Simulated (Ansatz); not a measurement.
# TiNi (P4/mmm) in Ansatz: further runs

The runs below take TiNi through single point, equation of state, with LDA.

Everything below comes from runs of Ansatz 0.2.0. Logs are shortened: lines on timing, memory, paths and dates and some standing lists are left out, and cuts for length are marked.

## Step 1: The crystal as given

It takes space group P4/mmm (No. 123, tetragonal). The conventional cell has a = 2.736 Å, b = 2.736 Å, c = 3.581 Å, α = 90.00°, β = 90.00°, γ = 90.00°. Ni (site symmetry 4/mmm) is surrounded by 8 Ti at 2.64 Å and 4 Ni at 2.74 Å. Around Ti (site symmetry 4/mmm) lie 8 Ni at 2.64 Å and 4 Ti at 2.74 Å.

The cell comes from a database or a generator and needn't be the stable form of this composition.

## Step 2: Single point, LDA, collinear spin, ferromagnetic start, 12.60 Å³/atom (volume scaled by 0.94)

Contents of input.yaml:

```yaml
crystal:
  lattice:
    - [2.679954615, 0.0, 0.0]
    - [0.0, 2.679954615, 0.0]
    - [0.0, 0.0, 3.5082994856]
  atoms:
    - { symbol: Ni, position: [0.0, 0.0, 0.0], spin: 1.0 }
    - { symbol: Ti, position: [0.5, 0.5, 0.5], spin: 1.0 }
hamiltonian:
  xc: lda
  pseudopotentials: { kind: paw }
magnetization:
  spin_polarized: true
kpoints:
  mp_grid: { grid: [10, 10, 8] }
scf:
  occupations: { method: fermi_dirac, width: 0.05 }
output:
  forces: true
  stress: true
  eigenvalues: true
```

Potentials or basis: Ansatz PAW.

Launch:

```
$ ansatz run input.yaml --threads 2 --pin off --max-ram 5632MiB --backend cpu --events-out ev --progress --plain --runs-dir out
```

What it wrote:

```text
Warning: RAYON_NUM_THREADS=2 ignored (pool sized by the plan → 2); use --threads N
Engine: ansatz 0.2.0, x86_64-unknown-linux-gnu
Pseudopotentials: kind: paw
Pseudopotential: Ni, paw, valence charge 18, recommended cutoff 420 eV (normal), Ni.paw.azcp
Pseudopotential: Ti, paw, valence charge 12, recommended cutoff 420 eV (normal), Ti.paw.azcp
Functional definition: SPW92
  exchange = slater_x
  correlation = pw_c
Crystal: 2 atoms, lattice volume = 25.197 Å³
Basis set: ecut = 420 eV, 511 PW (Γ)
Bands: 20, of which v1, the nominal top of the filled ones, is band 15 counted from 1 (14 counted from 0)
Symmetry: 16 space group operations
Space group: P4/mmm (ITA 123), of the structure as read, at distance tolerance 2.9e-5 Å
Magnetic group: BNS 123.339 (UNI 999), of the structure as read, at distance tolerance 2.9e-5 Å
k-points: 105 of 800
Non-local potential: Ni, projectors of the file, l = 0: 3, l = 1: 2, l = 2: 3, l = 3: 1
Non-local potential: Ti, projectors of the file, l = 0: 3, l = 1: 2, l = 2: 3, l = 3: 1
PAW form: soft (Blöchl's): semilocal exchange-correlation on the pseudo side does not see the compensation charge
PAW frozen core: Ni, regenerated for the run's functional, and the local potential with it (the file was generated under x = pbe(κ = 0.804, μ = 0.2195149727645171), c = pbe(β = 0.06672455060314922))
PAW frozen core: Ti, regenerated for the run's functional, and the local potential with it (the file was generated under x = pbe(κ = 0.804, μ = 0.2195149727645171), c = pbe(β = 0.06672455060314922))
PAW one-centre angular grid: Ni, 590 points (default); XC on 64 Gauss nodes
PAW one-centre angular grid: Ti, 590 points (default); XC on 64 Gauss nodes
Initial density: superposition of atomic densities (chi_scale 0.1, normalization cell)
Starting moments: Σ|m| = 2 μB on 2 of 2 sites
Initial wavefunctions: pseudopotential atomic-orbital guess
Functional: x = slater, c = lda
SCF iter   1: F=—  HF=-8224.406327 eV  |F-HF|=—  |Δ(HF+E_count)|=         —  Δρ=1.32e-1 (↑1.32e-1 ↓5.12e-2)  dr2=1.77e0  dr2_m=1.73e0  M=0.253 μB ∫|m|=0.270 μB  β_m=0.30  ethr=3.10e-3  ⟨swp⟩=3.5  Hψ=15743  notcnv=0
Mixer restart at iter 1: flushing history
preconditioner: auto → none  [metal: Δε(μ)=0.007 eV  Ē_g=5.598 eV  σ=0.050 eV  W_gap=0.04  n_scr=6 (ndim 8)  ℏωp=27.7 eV  f_vac=0.000  D(μ)=2.04/eV (n_scr^D=28)  sad-step TF]
SCF iter   2: F=—  HF=-8223.593126 eV  |F-HF|=—  |Δ(HF+E_count)|=   8.13e-1  Δρ=7.40e-2 (↑7.09e-2 ↓7.40e-2)  dr2=7.85e-1  dr2_m=1.06e0  M=0.165 μB ∫|m|=0.181 μB  β_m=0.50  ethr=3.10e-3  ⟨swp⟩=2.1  Hψ=7934  notcnv=0  defer=7
SCF iter   3: F=—  HF=-8224.144585 eV  |F-HF|=—  |Δ(HF+E_count)|=   5.51e-1  Δρ=6.07e-2 (↑6.07e-2 ↓3.00e-2)  dr2=8.82e-1  dr2_m=3.07e-1  M=0.145 μB ∫|m|=0.160 μB  β_m=0.52  ethr=2.62e-3  ⟨swp⟩=3.5  Hψ=8717  notcnv=0  defer=7
SCF iter   4: F=—  HF=-8224.340943 eV  |F-HF|=—  |Δ(HF+E_count)|=   1.96e-1  Δρ=1.65e-2 (↑1.34e-2 ↓1.65e-2)  dr2=6.53e-2  dr2_m=4.05e-2  M=0.055 μB ∫|m|=0.063 μB  β_m=0.53  ethr=2.62e-3  ⟨swp⟩=2.1  Hψ=6838  notcnv=0  defer=9
SCF iter   5: F=—  HF=-8224.426259 eV  |F-HF|=—  |Δ(HF+E_count)|=   8.53e-2  Δρ=8.46e-3 (↑5.36e-3 ↓8.46e-3)  dr2=3.11e-2  dr2_m=8.20e-4  M=0.022 μB ∫|m|=0.027 μB  β_m=0.75  ethr=2.18e-4  ⟨swp⟩=2.3  Hψ=6820  notcnv=0  defer=9
SCF iter   6: F=—  HF=-8224.435700 eV  |F-HF|=—  |Δ(HF+E_count)|=   9.44e-3  Δρ=2.23e-3 (↑9.53e-4 ↓2.23e-3)  dr2=1.82e-3  dr2_m=3.23e-4  M=0.009 μB ∫|m|=0.010 μB  β_m=0.71  ethr=1.04e-4  ⟨swp⟩=2.1  Hψ=6718  notcnv=0  defer=9
SCF iter   7: F=—  HF=-8224.435865 eV  |F-HF|=—  |Δ(HF+E_count)|=   1.65e-4  Δρ=9.46e-4 (↑9.46e-4 ↓3.28e-4)  dr2=2.12e-4  dr2_m=3.18e-5  M=0.003 μB ∫|m|=0.004 μB  β_m=0.82  ethr=6.07e-6  ⟨swp⟩=1.9  Hψ=6211  notcnv=0  defer=9
SCF iter   8: F=—  HF=-8224.435902 eV  |F-HF|=—  |Δ(HF+E_count)|=   3.68e-5  Δρ=2.09e-4 (↑2.09e-4 ↓1.41e-4)  dr2=1.44e-5  dr2_m=1.60e-6  M=0.001 μB ∫|m|=0.002 μB  β_m=0.85  ethr=7.07e-7  ⟨swp⟩=2.2  Hψ=5866  notcnv=0  defer=9
SCF iter   9: F=—  HF=-8224.435907 eV  |F-HF|=—  |Δ(HF+E_count)|=   4.94e-6  Δρ=5.09e-5 (↑5.09e-5 ↓2.61e-5)  dr2=5.43e-7  dr2_m=2.73e-7  M=0.001 μB ∫|m|=0.001 μB  β_m=0.92  ethr=4.79e-8  ⟨swp⟩=2.0  Hψ=5567  notcnv=0  defer=9
SCF iter  10: F=—  HF=-8224.435907 eV  |F-HF|=—  |Δ(HF+E_count)|=   9.22e-8  Δρ=2.43e-5 (↑1.79e-5 ↓2.43e-5)  dr2=2.79e-7  dr2_m=3.03e-8  M=0.000 μB ∫|m|=0.000 μB  β_m=0.95  ethr=1.81e-9  ⟨swp⟩=2.0  Hψ=6285  notcnv=0  defer=9
SCF iter  11: F=—  HF=-8224.435907 eV  |F-HF|=—  |Δ(HF+E_count)|=   5.55e-8  Δρ=1.81e-5 (↑1.40e-5 ↓1.81e-5)  dr2=2.04e-7  dr2_m=1.14e-9  M=0.000 μB ∫|m|=0.000 μB  β_m=0.81  ethr=9.28e-10  ⟨swp⟩=1.1  Hψ=4276  notcnv=0  defer=9
SCF iter  12: F=—  HF=-8224.435907 eV  |F-HF|=—  |Δ(HF+E_count)|=   1.81e-8  Δρ=4.80e-6 (↑2.82e-6 ↓4.80e-6)  dr2=1.19e-8  dr2_m=2.60e-10  M=0.000 μB ∫|m|=0.000 μB  β_m=0.88  ethr=6.81e-10  ⟨swp⟩=2.1  Hψ=5233  notcnv=0  defer=9
SCF iter  13: F=—  HF=-8224.435907 eV  |F-HF|=—  |Δ(HF+E_count)|=  9.15e-10  Δρ=8.79e-7 (↑8.79e-7 ↓7.67e-7)  dr2=4.05e-10  dr2_m=2.19e-11  M=0.000 μB ∫|m|=0.000 μB  β_m=0.72  ethr=3.98e-11  ⟨swp⟩=2.0  Hψ=5589  notcnv=0  defer=9
SCF iter  14: F=-8224.435907 eV  HF=-8224.435907 eV  |F-HF|=1.36e-10  |Δ(HF+E_count)|=  2.73e-11  Δρ=4.98e-7 (↑3.86e-7 ↓4.98e-7)  dr2=1.52e-10  dr2_m=2.07e-12  M=0.000 μB ∫|m|=0.000 μB  ethr=1.35e-12  ⟨swp⟩=1.4  Hψ=12370  notcnv=0
SCF 1 converged in 14 iterations: F = -8224.435907 eV  dr2 = 1.52e-10
WARN: the starting moments were not kept: the SCF closed with an absolute magnetisation of 4.7e-6 μB, where they sum to 2 μB in size (2 sites). That is at most 0.1 of that sum. Measured as dr2_m measures the in/out step, that magnetisation stands 8.8e-12 eV from none, at or under the dr2_threshold of 1.0e-7 eV: it is no larger than a step whose dr2_m would equal this threshold. The system may hold no moment; this SCF shows only that its start led to no more than that. To try another start: raise the starting moments (crystal.atoms[].spin, magnetization.per_species, magnetization.initial_magnetization, or on a non-collinear deck that types none of these the spinor_matrix: blocks that start its atoms; where the total moment is fixed, keep their sum and leave initial_magnetization as it is; typed ones take the place of any that the run laid by itself, positive ones on a crystal's lanthanoids without a Hubbard term where scf.initial_density.shell_occupations: [] is typed) or, if the notice of its spin-set hold's release reads "site moments contracting" or "site moments show no strong build", lengthen the hold (scf.mixing.spin_hold: { on: { confirm: 4 } }; for m-r²SCAN on two components see the key's manual first). Each may lead to a state that holds a moment. A second SCF, from the converged charge density, with the starting moments and any scf.initial_density.shell_occupations laid on it anew, would have followed, and was not run: the deck does not ask for one (magnetization.retry_lost_moments is false, the default). To let it run, set magnetization.retry_lost_moments: true and run the deck again, where that key's refused combinations let it; where memory then withholds it, that run's warning says so.
SCF converged after 14 iterations
Magnetization: 0.0000 μB (15.0000 up, 15.0000 down)
Absolute magnetization: 0.0000 μB (∫|ρ↑−ρ↓|, with the PAW one-centre terms)
Spin contamination: 0.0000 ħ² per cell (⟨S²⟩ above its minimum at these occupations)
Per-site moments (μB) at R_I (Å): [(-4.319826471952331e-8, 1.0651864817479861), (3.3727456356342476e-6, 1.0651864817479861)]
Free energy (F): -8224.435907 eV
Harris-Foulkes:  -8224.435907 eV  (|F-HF|=1.36e-10)
Internal energy: -8224.416051 eV  (E = F + TS)
E sigma→0 (E₀):  -8224.425979 eV
Entropy (-TS):   -0.019855 eV (-9.928 meV/atom)
Fermi energy:    17.003594 eV
--- Per-component energies (eV) ---
  E_band       = -418.300741
  E_kinetic    = 560.196344
  E_local      = -4470.702430  (includes V_loc(G=0)·N_el)
  E_nonlocal   = 647.744602
  E_hartree    = 1886.687655
  E_xc         = -183.346866
  E_vxc        = -233.891716  (∫ρ·V_xc dr)
  E_paw        = -2560.795839  (= ΣΔE_a)
  E_vpaw       = -695.024170  (= ΣTr[D̂ρ^β])
  E_aug_tail   = 0.000492  (compensation charges beyond the density's cutoff)
  E_ewald      = -4104.960080
  E_core_change = 0.760071  (= ΣΔE_core)
  E_smearing   = -0.019855  (= −TS)
  E_closure    = 0.000000  (closes the sum)
  Σ components = -8224.435907   (vs F -8224.435907, Δ=0.00e0)
--- Forces (eV/Å), atoms counted from 1 ---
  atom   1  Ni    -0.00000000     0.00000000     0.00000000
  atom   2  Ti     0.00000000     0.00000000     0.00000000
  max |Σ_I F_I| component: 4.66e-29 eV/Å
--- Stress (GPa, compression-positive) ---
       -1.742991       0.000000       0.000000
        0.000000      -1.742991       0.000000
        0.000000       0.000000      -2.964456
  P = ⅓ Tr σ = -2.1501 GPa (-21.501 kbar)
--- Band table (eV; the first three rows and the last of 210) ---
  k-point 0 ↑: bands = ["-85.6468", "-46.5111", "-46.4181", "-46.4181", "-39.1109", "-15.6707", "-15.2732", "-15.2732", "9.1921", "12.8127", "13.3255", "15.0396", "15.0396", "15.7606", "16.6882", "17.7355", "20.1883", "20.1883", "20.6465", "21.1577"]
  k-point 1 ↑: bands = ["-85.6468", "-46.5117", "-46.4181", "-46.4181", "-39.1096", "-15.6833", "-15.2731", "-15.2731", "9.4173", "12.8801", "13.3980", "15.0737", "15.0737", "15.7703", "16.5852", "17.5132", "20.0123", "20.0123", "20.5958", "20.6308"]
  k-point 2 ↑: bands = ["-85.6467", "-46.5130", "-46.4180", "-46.4180", "-39.1065", "-15.7135", "-15.2728", "-15.2728", "10.0613", "13.0166", "13.5943", "15.1625", "15.1625", "15.7940", "16.3157", "16.7780", "19.6101", "19.6101", "19.6589", "20.5926"]
  k-point 104 ↓: bands = ["-85.6383", "-46.5028", "-46.4655", "-46.4655", "-38.8905", "-15.9328", "-15.9328", "-15.5514", "13.8116", "14.2741", "14.3364", "14.3364", "15.4227", "15.4227", "15.4767", "16.2648", "19.9528", "21.7026", "24.4729", "26.0655"]
```

Run time: 12 s. Hardware: 2 threads of Intel Xeon at 2.50GHz (Skylake/Cascade Lake), shared host; peak memory 0.43 GiB.

Results:

```
Free energy            : -8224.4359 eV
Pressure               : -2.2 GPa
Band gap on the k mesh : none (metal or under the smearing width)
Net moment             : 0.00 μB per cell
Absolute moment        : 0.00 μB per cell
```

Caveat: the PAW data sets come from PBE, with cores solved anew for the run's functional, which leaves a small shift of forces and pressure; the starting moments weren't kept.

## Step 3: Single point, LDA, collinear spin, ferromagnetic start, 12.87 Å³/atom (volume scaled by 0.96)

input.yaml: that of step 2 with these lines changed.

```diff
@@ -2,5 +2,5 @@
   lattice:
-    - [2.679954615, 0.0, 0.0]
-    - [0.0, 2.679954615, 0.0]
-    - [0.0, 0.0, 3.5082994856]
+    - [2.6988281566, 0.0, 0.0]
+    - [0.0, 2.6988281566, 0.0]
+    - [0.0, 0.0, 3.5330066341]
   atoms:
@@ -21 +21,5 @@
   eigenvalues: true
+  write_density: true
+  write_potential: true
+  elf: true
+  volumetric_format: npy
```

Potentials or basis: Ansatz PAW.

Launch:

```
$ ansatz run input.yaml --threads 2 --pin off --max-ram 5632MiB --backend cpu --events-out ev --progress --plain --runs-dir out
```

Wall time 13 s (2 threads of Intel Xeon at 2.50GHz (Skylake/Cascade Lake), shared host); peak memory 0.44 GiB.

The run converged. Its results:

```yaml
Free_energy: -8224.4226 eV
Pressure: -5.7 GPa
Band_gap_on_the_k_mesh: none (metal or under the smearing width)
Net_moment: 0.00 μB per cell
Absolute_moment: 0.00 μB per cell
```

Caveat: the PAW data sets come from PBE, with cores solved anew for the run's functional, which leaves a small shift of forces and pressure; the starting moments weren't kept.

## Step 4: Single point, LDA, collinear spin, ferromagnetic start, 13.13 Å³/atom (volume scaled by 0.98)

input.yaml: that of step 3 with these lines changed.

```diff
@@ -2,5 +2,5 @@
   lattice:
-    - [2.6988281566, 0.0, 0.0]
-    - [0.0, 2.6988281566, 0.0]
-    - [0.0, 0.0, 3.5330066341]
+    - [2.7174413528, 0.0, 0.0]
+    - [0.0, 2.7174413528, 0.0]
+    - [0.0, 0.0, 3.557372967]
   atoms:
@@ -21,5 +21 @@
   eigenvalues: true
-  write_density: true
-  write_potential: true
-  elf: true
-  volumetric_format: npy
```

Launch:

```
$ ansatz run input.yaml --threads 2 --pin off --max-ram 5632MiB --backend cpu --events-out ev --progress --plain --runs-dir out
```

Run time: 12 s. Hardware: 2 threads of Intel Xeon at 2.50GHz (Skylake/Cascade Lake), shared host; peak memory 0.43 GiB.

The run converged. Its results:

```
Free energy            : -8224.3979 eV
Pressure               : -9.0 GPa
Band gap on the k mesh : none (metal or under the smearing width)
Net moment             : 0.00 μB per cell
Absolute moment        : 0.00 μB per cell
```

Caveat: the PAW data sets come from PBE, with cores solved anew for the run's functional, which leaves a small shift of forces and pressure; the starting moments weren't kept.

## Step 5: Single point, LDA, collinear spin, ferromagnetic start, 13.40 Å³/atom

input.yaml: that of step 4 with these lines changed.

```diff
@@ -2,5 +2,5 @@
   lattice:
-    - [2.7174413528, 0.0, 0.0]
-    - [0.0, 2.7174413528, 0.0]
-    - [0.0, 0.0, 3.557372967]
+    - [2.735803, 0.0, 0.0]
+    - [0.0, 2.735803, 0.0]
+    - [0.0, 0.0, 3.58141]
   atoms:
@@ -21 +21,5 @@
   eigenvalues: true
+  write_density: true
+  write_potential: true
+  elf: true
+  volumetric_format: npy
```

Launch:

```
$ ansatz run input.yaml --threads 2 --pin off --max-ram 5632MiB --backend cpu --events-out ev --progress --plain --runs-dir out
```

Run time: 13 s. Hardware: 2 threads of Intel Xeon at 2.50GHz (Skylake/Cascade Lake), shared host; peak memory 0.45 GiB.

It converged, with:

* Free energy: -8224.3630 eV
* Pressure: -11.8 GPa
* Band gap on the k mesh: none (metal or under the smearing width)
* Net moment: 0.00 μB per cell
* Absolute moment: 0.00 μB per cell

Caveat: the PAW data sets come from PBE, with cores solved anew for the run's functional, which leaves a small shift of forces and pressure; the starting moments weren't kept.

## Step 6: Single point, LDA, collinear spin, ferromagnetic start, 13.67 Å³/atom (volume scaled by 1.02)

input.yaml: that of step 5 with these lines changed.

```diff
@@ -2,5 +2,5 @@
   lattice:
-    - [2.735803, 0.0, 0.0]
-    - [0.0, 2.735803, 0.0]
-    - [0.0, 0.0, 3.58141]
+    - [2.7539214287, 0.0, 0.0]
+    - [0.0, 2.7539214287, 0.0]
+    - [0.0, 0.0, 3.6051286382]
   atoms:
@@ -21,5 +21 @@
   eigenvalues: true
-  write_density: true
-  write_potential: true
-  elf: true
-  volumetric_format: npy
```

Potentials or basis: Ansatz PAW.

Launch:

```
$ ansatz run input.yaml --threads 2 --pin off --max-ram 5632MiB --backend cpu --events-out ev --progress --plain --runs-dir out
```

Wall time 12 s (2 threads of Intel Xeon at 2.50GHz (Skylake/Cascade Lake), shared host); peak memory 0.44 GiB.

Results (log left out):

```
Free energy            : -8224.3190 eV
Pressure               : -14.4 GPa
Band gap on the k mesh : none (metal or under the smearing width)
Net moment             : 0.00 μB per cell
Absolute moment        : 0.00 μB per cell
```

Caveat: the PAW data sets come from PBE, with cores solved anew for the run's functional, which leaves a small shift of forces and pressure; the starting moments weren't kept.

## Step 7: Single point, LDA, collinear spin, ferromagnetic start, 13.94 Å³/atom (volume scaled by 1.04)

input.yaml: that of step 6 with these lines changed.

```diff
@@ -2,5 +2,5 @@
   lattice:
-    - [2.7539214287, 0.0, 0.0]
-    - [0.0, 2.7539214287, 0.0]
-    - [0.0, 0.0, 3.6051286382]
+    - [2.7718045364, 0.0, 0.0]
+    - [0.0, 2.7718045364, 0.0]
+    - [0.0, 0.0, 3.6285392204]
   atoms:
```

Launch:

```
$ ansatz run input.yaml --threads 2 --pin off --max-ram 5632MiB --backend cpu --events-out ev --progress --plain --runs-dir out
```

Wall time 12 s (2 threads of Intel Xeon at 2.50GHz (Skylake/Cascade Lake), shared host); peak memory 0.44 GiB.

It converged, with:

* Free energy: -8224.2669 eV
* Pressure: -16.7 GPa
* Band gap on the k mesh: none (metal or under the smearing width)
* Net moment: 0.00 μB per cell
* Absolute moment: 0.00 μB per cell

Caveat: the PAW data sets come from PBE, with cores solved anew for the run's functional, which leaves a small shift of forces and pressure; the starting moments weren't kept.

## Step 8: Single point, LDA, collinear spin, ferromagnetic start, 14.21 Å³/atom (volume scaled by 1.06)

input.yaml: that of step 7 with these lines changed.

```diff
@@ -2,5 +2,5 @@
   lattice:
-    - [2.7718045364, 0.0, 0.0]
-    - [0.0, 2.7718045364, 0.0]
-    - [0.0, 0.0, 3.6285392204]
+    - [2.7894598184, 0.0, 0.0]
+    - [0.0, 2.7894598184, 0.0]
+    - [0.0, 0.0, 3.6516515584]
   atoms:
```

Launch:

```
$ ansatz run input.yaml --threads 2 --pin off --max-ram 5632MiB --backend cpu --events-out ev --progress --plain --runs-dir out
```

Run time: 12 s. Hardware: 2 threads of Intel Xeon at 2.50GHz (Skylake/Cascade Lake), shared host; peak memory 0.45 GiB.

It converged, with:

```
Free energy            : -8224.2076 eV
Pressure               : -18.7 GPa
Band gap on the k mesh : none (metal or under the smearing width)
Net moment             : 0.00 μB per cell
Absolute moment        : 0.00 μB per cell
```

Caveat: the PAW data sets come from PBE, with cores solved anew for the run's functional, which leaves a small shift of forces and pressure; the starting moments weren't kept.

## Step 9: Equation of state, LDA, collinear spin, ferromagnetic start

Potentials or basis: Ansatz PAW.

No new run: the results of the series are fitted here.

Results:

- Equilibrium volume: 12.45 Å³/atom (rough: see the caveat)
- Bulk modulus at fixed shape and positions: 188 GPa (rough)

Energy against volume, from the lowest point:
```csv
volume (Å³/atom),energy (meV/atom)
12.599,0.00
12.867,6.66
13.135,19.02
13.403,36.47
13.671,58.46
13.939,84.51
14.207,114.18
```

Caveat: the minimum lies outside the volumes run; the cell was scaled at fixed shape and fractional positions, which overstates the stiffness of a crystal with free parameters, most of all of layers and chains.
